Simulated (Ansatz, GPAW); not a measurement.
**How the band gap moves from PBE to LDA**

Computed band gap (eV) at each level. Gaps hold for the cell as given (a database cell, not always the measured one). They are the smaller of the mesh's gap and, where one was run, the band path's. † marks indirect gaps read on the mesh alone; where an edge lies between its points they come out too high, by up to a few tenths of an eV. Brackets give the space group and the cell's volume in Å³ per atom. Not every cell is the stable form of its formula. Spin polarisation and spin-orbit coupling are off unless named.

- PBE: Ansatz (all-electron LAPW, scalar-relativistic) for Bi2Se3, CsPbBr3, CdF2, NaI, CaO, KI, KBr, KCl, SrCl2, NaF, LiF; GPAW (GPAW PAW data sets (gpaw-data 1.2.1)) for KMgF3; cutoff 650 eV for plane waves; k meshes of 125 to 1331 points
- LDA: Ansatz (all-electron LAPW, scalar-relativistic) for Bi2Se3, CsPbBr3, CdF2, NaI, CaO, KI, KBr, KCl, SrCl2, NaF, LiF; GPAW (the program's PAW data sets (release 1.2.1) made for this functional) for KMgF3; cutoff 650 eV for plane waves; k meshes of 125 to 1331 points

| crystal | PBE | LDA |
| --- | --- | --- |
| Bi2Se3 (R-3m, 5 atoms; 28.38) | 0.22 | 0.10 |
| CsPbBr3 (Pm-3m; 40.45) | 1.53 | 1.39 |
| CdF2 (Fm-3m; 13.03) | 3.09 | 2.80 |
| NaI (Fm-3m; 33.90) | 3.64 | 3.33 |
| CaO (Fm-3m; 13.89) | 3.65 | 3.48 |
| KI (Fm-3m; 44.09) | 3.97 | 3.60 |
| KBr (Fm-3m; 35.94) | 4.44 | 4.03 |
| KCl (Fm-3m; 31.15) | 5.19 | 4.74 |
| SrCl2 (Fm-3m; 28.30) | 5.34 | 4.88 |
| NaF (Fm-3m; 12.49) | 6.29 | 5.94 |
| KMgF3 (Pm-3m; 12.67) | 7.32† | 6.96† |
| LiF (Fm-3m; 8.17) | 9.07 | 8.82 |

LDA lies below PBE in 12 of 12 crystals, with a median shift of -0.33 eV (-0.46 eV for SrCl2 to -0.12 eV for Bi2Se3); a straight line gives LDA ≈ 0.98 × PBE - 0.20 eV with a scatter of 0.10 eV. The figures use the values as printed. No column holds spin-orbit coupling, which bears on the band edges of Bi2Se3, CsPbBr3, NaI, KI, KBr. LDA stands for any of its common fits to the electron gas. Columns can differ in potentials, cutoffs, task and smearing within a row, which adds scatter of its own. Where several set-ups ran one level, the entry is one near their median; a run lay far from it for NaF.
